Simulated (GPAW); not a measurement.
# BN (P6_3/mmc) in GPAW: a series of runs

The runs below take BN through G0W0 quasiparticle levels, dielectric tensor, with LDA, PBE.

Program: GPAW 26.7.0. These are calculated values, not measurements. Logs are shortened: lines on timing, memory, paths and dates and some standing lists are left out, and cuts for length are marked. The log counts tension as positive stress, the text compression.

## Step 1: The structure

It takes space group P6_3/mmc (No. 194, hexagonal). The conventional cell has a = 2.498 Å, b = 2.498 Å, c = 6.636 Å, α = 90.00°, β = 90.00°, γ = 120.00°. Around N (site symmetry -6m2) lie 3 B at 1.44 Å. B (site symmetry -6m2) has 3 N at 1.44 Å as nearest neighbours.

## Step 2: G0W0 quasiparticle levels, LDA

run.py

```python
import json
import numpy as np
from ase import Atoms
from ase.dft.bandgap import bandgap
from ase.io import write
from gpaw import GPAW, PW, setup_paths
from gpaw.response.g0w0 import G0W0

setup_paths.insert(0, '.')

atoms = Atoms(['N', 'N', 'B', 'B'],
              cell=[[2.49824, 0.0, 0.0],
                    [-1.24912, 2.1635393048, 0.0],
                    [0.0, 0.0, 6.6357]],
              scaled_positions=[[0.6666666667, 0.3333333333, 0.25],
                                [0.3333333333, 0.6666666667, 0.75],
                                [0.6666666667, 0.3333333333, 0.75],
                                [0.3333333333, 0.6666666667, 0.25]],
              pbc=True)

calc = GPAW(mode=PW(600),
            xc='LDA',
            kpts={'size': (5, 5, 2), 'gamma': True},
            occupations={'name': 'fermi-dirac', 'width': 0.001},
            nbands=18,
            convergence={'density': 1e-06},
            maxiter=150,
            txt='gpaw.txt')
atoms.calc = calc
energy = atoms.get_potential_energy()
calc.write('gs.gpw')
write('result.traj', atoms)
print(f'Energy: {energy:.6f} eV')
print('Fermi level:', round(calc.get_fermi_level(), 4), 'eV')
print(f'Gap: {bandgap(calc)[0]:.4f} eV, direct: {bandgap(calc, direct=True)[0]:.4f} eV')

calc.diagonalize_full_hamiltonian(nbands=153)
calc.write('full.gpw', mode='all')

ibz = calc.get_ibz_k_points()
gap, vbm, cbm = bandgap(calc, output=None)
gap, direct, _ = bandgap(calc, direct=True, output=None)
gamma = int(np.abs(ibz).sum(1).argmin())
kpts = sorted({gamma, vbm[1], cbm[1], direct[1]})
gw = G0W0(calc='full.gpw',
          filename='gw',
          ecut=150,
          ecut_extrapolation=True,
          relbands=(-3, 3),
          kpts=kpts,
          integrate_gamma='sphere',
          ppa=True)
gw.calculate()
results = {mode: {key: np.asarray(r[key]).tolist() for key in ['f', 'eps', 'vxc', 'exx', 'sigma', 'Z', 'qp', 'sigma_eskn']}
           for mode, r in gw.all_results.items()}
json.dump({'kpts': ibz[kpts].tolist(), 'results': results}, open('gw.json', 'w'))
for mode, r in results.items():
    f, qp = np.array(r['f']), np.array(r['qp'])
    print(mode, 'quasiparticle energies (eV):')
    print(qp.round(3))
    print(mode, 'gap:', round(qp[f < 0.5].min() - qp[f > 0.5].max(), 4), 'eV')
```

Potentials or basis: PAW data sets generated in the run's folder for this functional, pw.

Launch:

```sh
$ gpaw-setup -x -f LDA B N
$ OMP_NUM_THREADS=1 python run.py
```

gpaw.txt:

```text
__  _  _
 | _ |_)|_||  |
 |__||  | ||/\| - 26.7.0

Input parameters:
  mode=PW(ecut=600.0),
  convergence={'density': 1e-06},
  kpts=MonkhorstPack(size=(5, 5, 2), gamma=True),
  maxiter=150,
  nbands=18,
  occupations=Occupations(name='fermi-dirac', width=0.001),
  xc=XC(name='LDA')

Diagonalizing LCAO Hamiltonian
Converting LCAO to pw mode

        N B

        B N

Atoms  # Å, Bohr magnetons
|   | symbol |         x |        y |        z |    initial magnetic moments |
|---|--------|-----------|----------|----------|-----------------------------|
| 0 |      N |  1.249120 | 0.721180 | 1.658925 | ( 0.0000,  0.0000,  0.0000) |
| 1 |      N | -0.000000 | 1.442360 | 4.976775 | ( 0.0000,  0.0000,  0.0000) |
| 2 |      B |  1.249120 | 0.721180 | 4.976775 | ( 0.0000,  0.0000,  0.0000) |
| 3 |      B | -0.000000 | 1.442360 | 1.658925 | ( 0.0000,  0.0000,  0.0000) |

Unit cell  # Å
| periodic |         x |        y |        z |  lengths |     angles |
|----------|-----------|----------|----------|----------|------------|
|      yes |  2.498240 | 0.000000 | 0.000000 | 2.498240 |  90.000000 |
|      yes | -1.249120 | 2.163539 | 0.000000 | 2.498240 |  90.000000 |
|      yes |  0.000000 | 0.000000 | 6.635700 | 6.635700 | 120.000000 |

Number of symmetries: 12
Symmetry operations  # r_c * U_cc + t_c -> r_c
|    | kind |            matrix            |
|----|------|------------------------------|
|  0 |  σ   |  1, 1, 0,  0,-1, 0,  0, 0, 1 |
|  1 |  S6  |  1, 1, 0, -1, 0, 0,  0, 0,-1 |
|  2 |  E   |  1, 0, 0,  0, 1, 0,  0, 0, 1 |
|  3 |  C2  |  1, 0, 0, -1,-1, 0,  0, 0,-1 |
|  4 |  C2  |  0, 1, 0,  1, 0, 0,  0, 0,-1 |
|  5 |  C3  |  0, 1, 0, -1,-1, 0,  0, 0, 1 |
|  6 |  S6  |  0,-1, 0,  1, 1, 0,  0, 0,-1 |
|  7 |  σ   |  0,-1, 0, -1, 0, 0,  0, 0, 1 |
|  8 |  σ   | -1, 0, 0,  1, 1, 0,  0, 0, 1 |
|  9 |  i   | -1, 0, 0,  0,-1, 0,  0, 0,-1 |
| 10 |  C3  | -1,-1, 0,  1, 0, 0,  0, 0, 1 |
| 11 |  C2  | -1,-1, 0,  0, 1, 0,  0, 0,-1 |

BZ-sampling:
  Number of BZ points: 50
  Number of IBZ points: 10

  Monkhorst-Pack size: [5, 5, 2]
  Monkhorst-Pack shift: [0.0, 0.0, 0.25]

K-points  # in reciprocal-cell coordinates
|   |                                coordinates |     weight |
|---|--------------------------------------------|------------|
| 0 | (  0.00000000,   0.00000000,   0.00000000) | 0.02000000 |
| 1 | (  0.00000000,   0.00000000,   0.50000000) | 0.02000000 |
| 2 | (  0.20000000,   0.00000000,   0.00000000) | 0.12000000 |
| 3 | (  0.20000000,   0.00000000,   0.50000000) | 0.12000000 |
| 4 | (  0.40000000,  -0.20000000,   0.00000000) | 0.12000000 |
| 5 | (  0.40000000,  -0.20000000,   0.50000000) | 0.12000000 |
| 6 | (  0.40000000,   0.00000000,   0.00000000) | 0.12000000 |
| 7 | (  0.40000000,   0.00000000,   0.50000000) | 0.12000000 |
| 8 | (  0.40000000,   0.40000000,   0.00000000) | 0.12000000 |
| 9 | (  0.40000000,   0.40000000,   0.50000000) | 0.12000000 |

Plane wave coefficients: 1206
Cutoff: 600.0 eV

Spin-components: 1 (collinear spins)
Bands:           18
Projectors:      20
Spin-degeneracy: 2
Datatype:        complex128

Parallelization:
  kpt:    1
  domain: 1
  band:   1

Density:
  Valence electrons: 16.0
  Components: 1
  Grid points: [15 15 40]
  Charge: 0.0  # |e|

Potential:
  Grid points: [15 15 40]

species:
  N:
    name:    Nitrogen
    Z:       7.0
    valence: 5
    core:    2
    charge:  0.0  # [|e|]
    compensation charges:
      type: gauss
      rc: 0.18  # [Å]
      lmax: 2
    cutoffs:
      filter: 1.11  # [Å]
      core: 0.96  # [Å]
    projectors
    | kind |    occ | energy [eV] | rcut [Å] |
    |------|--------|-------------|----------|
    |   2s |  2.000 |     -18.420 |    0.603 |
    |   2p |  3.000 |      -7.237 |    0.529 |
    |    s |        |       8.791 |    0.603 |
    |    p |        |      19.974 |    0.529 |
    |    d |        |       0.000 |    0.577 |

    Using partial waves for N as LCAO basis

  B:
    name:    Boron
    Z:       5.0
    valence: 3
    core:    2
    charge:  0.0  # [|e|]
    compensation charges:
      type: gauss
      rc: 0.20  # [Å]
      lmax: 2
    cutoffs:
      filter: 1.14  # [Å]
      core: 1.42  # [Å]
    projectors
    | kind |    occ | energy [eV] | rcut [Å] |
    |------|--------|-------------|----------|
    |   2s |  2.000 |      -9.383 |    0.635 |
    |   2p |  1.000 |      -3.714 |    0.635 |
    |    s |        |      17.828 |    0.635 |
    |    p |        |      23.498 |    0.635 |
    |    d |        |       0.000 |    0.635 |

    Using partial waves for B as LCAO basis

Reference energy: -4266.977461  # eV

eigensolver:
  PPCG
  Converge bands: occupied
  niter=2

density mixing:
  MSR1-Mixer
  Pratt-step length: 0.05
  Maximum mixing coefficient: 0.75
  Old densities: 10
  SVD Regularization: 0.005
  Good broyden scale: 1.0
  Trust region scale: 1.0
  Backstep threshold: 4.0
  History deletion threshold: 6.0
  Fourier metric: weight=20.0, sigma=0.015

occupation numbers:
  Fermi-Dirac:
    width: 0.0010  # eV

poisson solver:
  ecut: 4800.0  # eV

xc functional:
  name: None

convergence criteria:
- Maximum integral of absolute [dens]ity change: 1e-06 electrons / valence electron
- Maximum [total energy] change in last 3 cyles: 0.0005 eV / valence electron
- Maximum integral of absolute [eigenst]ate change: 4e-08 eV^2 / valence electron
maximum number of iterations: 150

SCF iterations
|iter     | |      energy | eigst |  dens |
|---------|-|-------------|-------|-------|
|iter:   1| |  -41.757752 | +0.46 |       |
|iter:   2| |  -41.085904 | -1.33 | -0.64 |
|iter:   3| |  -38.406005 | -0.85 | -0.69 |
|iter:   4| |  -38.333961 | -2.27 | -1.34 |
|iter:   5| |  -38.326532 | -3.07 | -1.73 |
|iter:   6| |  -38.326390c| -4.52 | -2.34 |
|iter:   7| |  -38.326391c| -6.16 | -3.51 |
|iter:   8| |  -38.326391c| -7.72c| -4.11 |
|iter:   9| |  -38.326391c| -8.14c| -5.13 |
|iter:  10| |  -38.326391c| -8.99c| -5.62 |
|iter:  11| |  -38.326391c| -9.72c| -6.30c|

Converged in 11 steps
Energy contributions relative to reference atoms: (reference = -4266.977461)

Energy contributions:
  Kinetic:          34.928898
  Coulomb:         -34.567928
  Zero:             -0.007073
  External:          0.000000
  Xc:              -38.680288
  Entropy:          -0.000000
  Spinorbit:         0.000000
  ----------------------------
  Free energy:     -38.326391
  Extrapolated:    -38.326391

dipole moment: (0.000001, 0.000002, 0.000007)  # |e|*Ang

Fermi level: 4.668
Eigenvalues  # (at kpt = [0.000, 0.000, 0.000])
| band index |      eig [eV] | occ [0-2] |
|------------|---------------|-----------|
|          0 |       -13.856 |     2.000 |
|          1 |       -13.542 |     2.000 |
|          2 |        -2.571 |     2.000 |
|          3 |        -0.350 |     2.000 |
|          4 |         2.476 |     2.000 |
|          5 |         2.476 |     2.000 |
[... 8 lines left out ...]
|         14 |        16.221 |     0.000 |
|         15 |        16.746 |     0.000 |
|        ... |               |           |
|         17 |        20.172 |     0.000 |

Gap: 4.509 eV
Transition (v -> c):
  (s=0, k=8, n=7, [0.40, 0.40, 0.00]) -> (s=0, k=8, n=8, [0.40, 0.40, 0.00])
No difference between direct/indirect transitions
# Writing to gs.gpw (mode='')

Matrix size: 1206x1206
# Writing to full.gpw (mode='all')
```

Run time: 3.1 min. Hardware: 1 thread of Intel Xeon at 2.60GHz (Ice Lake), shared host; peak memory 0.34 GiB.

What came out:

- Free energy: -38.3264 eV
- Band gap on the k mesh, mean-field level: 4.51 eV, direct
- Quasiparticle gap: 6.62 eV
- Least direct quasiparticle gap: 6.62 eV

Caveat: the k mesh is coarse (spacing up to 0.58 Å⁻¹), so the values aren't converged; the quasiparticle gap is taken among the few k points that were corrected; on this mesh the treatment of q = 0 moves the result by about a tenth of an eV; the long-wavelength limit can be off by a per cent or two; an odd mesh through Γ misses points on the zone boundary, where band edges often lie.

## Step 3: Dielectric tensor, PBE

This run uses another cell than the first one, of 9.50 Å³/atom, 1.060 times its volume.

run.py

```python
import numpy as np
from ase.dft.bandgap import bandgap
from ase.io import read, write
from gpaw import GPAW, PW
from gpaw.response.df import DielectricFunction

atoms = read('POSCAR')

calc = GPAW(mode=PW(650),
            xc='PBE',
            kpts={'size': (10, 10, 4), 'gamma': True},
            occupations={'name': 'fermi-dirac', 'width': 0.001},
            nbands=18,
            convergence={'density': 1e-06},
            maxiter=150,
            txt='gpaw.txt')
atoms.calc = calc
energy = atoms.get_potential_energy()
calc.write('gs.gpw')
write('result.traj', atoms)
print(f'Energy: {energy:.6f} eV')
print('Fermi level:', round(calc.get_fermi_level(), 4), 'eV')
print(f'Gap: {bandgap(calc)[0]:.4f} eV, direct: {bandgap(calc, direct=True)[0]:.4f} eV')

for size in [(15, 15, 5)]:
    name = 'x'.join(str(n) for n in size)
    dense = calc.fixed_density(kpts={'size': size, 'gamma': True},
                               nbands=54, convergence={'bands': 48, 'eigenstates': 1e-7},
                               update_fermi_level=True, txt=f'dense-{name}.txt')
    dense.write(f'{name}.gpw', mode='all')
    df = DielectricFunction(f'{name}.gpw', frequencies=np.array([0.0]), hilbert=False, eta=0.001,
                            ecut=80, nbands=48, intraband=False, txt=f'df-{name}.txt')
    for xc in ['RPA']:
        for direction in ['x', 'y', 'z', [0, 1, 1], [1, 0, 1], [1, 1, 0]]:
            e0, e = df.get_macroscopic_dielectric_constant(xc=xc, direction=direction)
            print(f'{name} {xc} {direction}: {e0:.4f} without, {e:.4f} with local fields')
```

POSCAR

```
BN
1.0
    2.5472375375      0.0000000000      0.0000000000
   -1.2736187687      2.2059724170      0.0000000000
    0.0000000000      0.0000000000      6.7658448057
N B
2 2
Direct
    0.6666666667      0.3333333333      0.2500000000
    0.3333333333      0.6666666667      0.7500000000
    0.6666666667      0.3333333333      0.7500000000
    0.3333333333      0.6666666667      0.2500000000
```

Potentials or basis: GPAW PAW data sets (gpaw-data 1.2.1), pw.

Launch:

```sh
$ OMP_NUM_THREADS=1 python run.py
```

gpaw.txt:

```text
__  _  _
 | _ |_)|_||  |
 |__||  | ||/\| - 26.7.0

Input parameters:
  mode=PW(ecut=650.0),
  convergence={'density': 1e-06},
  kpts=MonkhorstPack(size=(10, 10, 4), gamma=True),
  maxiter=150,
  nbands=18,
  occupations=Occupations(name='fermi-dirac', width=0.001),
  xc=XC(name='PBE')

Diagonalizing LCAO Hamiltonian
Converting LCAO to pw mode

        N B

        B N

Atoms  # Å, Bohr magnetons
|   | symbol |         x |        y |        z |    initial magnetic moments |
|---|--------|-----------|----------|----------|-----------------------------|
| 0 |      N |  1.273619 | 0.735324 | 1.691461 | ( 0.0000,  0.0000,  0.0000) |
| 1 |      N | -0.000000 | 1.470648 | 5.074384 | ( 0.0000,  0.0000,  0.0000) |
| 2 |      B |  1.273619 | 0.735324 | 5.074384 | ( 0.0000,  0.0000,  0.0000) |
| 3 |      B | -0.000000 | 1.470648 | 1.691461 | ( 0.0000,  0.0000,  0.0000) |

Unit cell  # Å
| periodic |         x |        y |        z |  lengths |     angles |
[... 160 lines left out ...]
|iter:   6| |  -35.043360c| -4.42 | -2.32 |
|iter:   7| |  -35.043365c| -6.06 | -3.38 |
|iter:   8| |  -35.043366c| -7.62c| -3.96 |
|iter:   9| |  -35.043366c| -8.07c| -4.99 |
|iter:  10| |  -35.043366c| -8.76c| -5.49 |
|iter:  11| |  -35.043366c| -9.35c| -5.89 |
|iter:  12| |  -35.043366c| -9.97c| -6.69c|

Converged in 12 steps
Energy contributions relative to reference atoms: (reference = -4302.422143)

Energy contributions:
  Kinetic:          25.863156
  Coulomb:         -27.884727
  Zero:              0.063940
  External:          0.000000
  Xc:              -33.085735
  Entropy:          -0.000000
  Spinorbit:         0.000000
  ----------------------------
  Free energy:     -35.043366
  Extrapolated:    -35.043366

dipole moment: (0.000000, 0.000000, 0.000001)  # |e|*Ang

Fermi level: 4.479
Eigenvalues  # (at kpt = [0.000, 0.000, 0.000])
| band index |      eig [eV] | occ [0-2] |
|------------|---------------|-----------|
|          0 |       -13.908 |     2.000 |
|          1 |       -13.649 |     2.000 |
|          2 |        -2.310 |     2.000 |
|          3 |        -0.338 |     2.000 |
|          4 |         2.196 |     2.000 |
|          5 |         2.196 |     2.000 |
[... 8 lines left out ...]
|         14 |        14.870 |     0.000 |
|         15 |        15.995 |     0.000 |
|        ... |               |           |
|         17 |        19.550 |     0.000 |

Gap: 4.176 eV
Transition (v -> c):
  (s=0, k=33, n=7, [0.40, 0.30, 0.00]) -> (s=0, k=47, n=8, [0.50, 0.50, 0.00])
Direct/indirect transitions are different
Direct gap: 4.564 eV
Transition at: (s=0, k=36, n=7, [0.40, 0.40, 0.00])
# Writing to gs.gpw (mode='')
```

Run time: 2.2 min. Hardware: 1 thread of Intel Xeon at 2.60GHz (Ice Lake), shared host; peak memory 0.47 GiB.

What came out:

- Free energy: -35.0434 eV
- Band gap on the k mesh: 4.18 eV, indirect (least direct gap 4.56 eV)
- Electronic dielectric tensor (diagonal): 4.61, 4.61, 2.48

Electronic dielectric tensor:
```
4.61 0.00 0.00
0.00 4.61 0.00
0.00 0.00 2.48
```

Caveat: the long-wavelength limit can be off by a per cent or two; an odd mesh through Γ misses points on the zone boundary, where band edges often lie; this functional lacks dispersion, which binds the layers, so the pressure and a relaxed spacing across them are unreliable. As with any semilocal functional, this PBE gap is likely too small.

[end of part 1 of 3]
